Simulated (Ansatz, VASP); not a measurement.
BN: VASP beside Ansatz

INCAR

```
SYSTEM = BN
ALGO = Normal ; EDIFF = 1E-6
ENCUT = 520 ; GGA = PE
ISIF = 2 ; ISMEAR = 0
LASPH = .TRUE. ; LCHARG = .FALSE.
LREAL = .FALSE. ; LWAVE = .FALSE.
NBANDS = 26 ; NELM = 80
PREC = Accurate ; SIGMA = 0.05
```

File KPOINTS:

```
k-points
0
G
  6 6 6
  0 0 0
```

File POSCAR:

```
BN
1.0
    3.6260020000      0.0000000000      0.0000000000
    0.0000000000     -3.6260020000      0.0000000000
    0.0000000000      0.0000000000     -3.6260020000
B N
4 4
Direct
    0.0000000000      0.5000000000      0.5000000000
    0.5000000000      0.0000000000      0.5000000000
    0.5000000000      0.5000000000      0.0000000000
    0.0000000000      0.0000000000      0.0000000000
    0.7500000000      0.7500000000      0.7293160622
    0.2500000000      0.2500000000      0.7500000000
    0.2500000000      0.7500000000      0.2500000000
    0.7500000000      0.2500000000      0.2500000000
```

Input for Ansatz:

```yaml
crystal:
  lattice:
    - [3.626002, 0.0, 0.0]
    - [0.0, -3.626002, 0.0]
    - [0.0, 0.0, -3.626002]
  atoms:
    - { symbol: B, position: [0.0, 0.5, 0.5] }
    - { symbol: B, position: [0.5, 0.0, 0.5] }
    - { symbol: B, position: [0.5, 0.5, 0.0] }
    - { symbol: B, position: [0.0, 0.0, 0.0] }
    - { symbol: "N", position: [0.75, 0.75, 0.7293160622] }
    - { symbol: "N", position: [0.25, 0.25, 0.75] }
    - { symbol: "N", position: [0.25, 0.75, 0.25] }
    - { symbol: "N", position: [0.75, 0.25, 0.25] }
basis:
  ecutwfc: 420
kpoints:
  mp_grid: { grid: [6, 6, 6] }
hamiltonian:
  xc: pbe
scf:
  occupations: { method: gaussian, width: 0.05 }
output:
  forces: true
  stress: true
  eigenvalues: true
```

Alike in both runs: task single point; functional PBE; k mesh 6 × 6 × 6; occupations gaussian, width 0.05 eV; no spin polarisation.

|  | VASP | Ansatz |
| --- | --- | --- |
| version | VASP 6.6.1 | Ansatz 0.2.0 |
| potentials or method | VASP PAW PBE potentials, release 64 (B, N) | scalar-relativistic, plane waves, PAW |
| plane-wave cutoff (eV) | 520 | 420 |
| valence electrons in the cell | 32 | 32 |

VASP gave:

| Property | Result |
| --- | --- |
| gap on the k mesh at the Fermi level (eV) | 4.26 |
| least direct gap on the mesh (eV) | 4.26 |
| pressure (GPa) | 0.3 |
| largest component of the traceless stress (GPa) | 0.40 |
| rms of the force components (eV/Å) | 0.590 |

**Question.** Estimate Ansatz's values.

**Answer.** gap on the k mesh at the Fermi level (eV): 4.28; least direct gap on the mesh (eV): 4.28; pressure (GPa): 0.1; largest component of the traceless stress (GPa): 0.35; rms of the force components (eV/Å): 0.587.

Atom by atom the forces differ by 0.004 eV/Å (rms over components).

Caveats: forces of over 1 eV/Å show positions far from the minimum, so gaps and moduli don't describe the material at rest. A k mesh can miss the band edges.
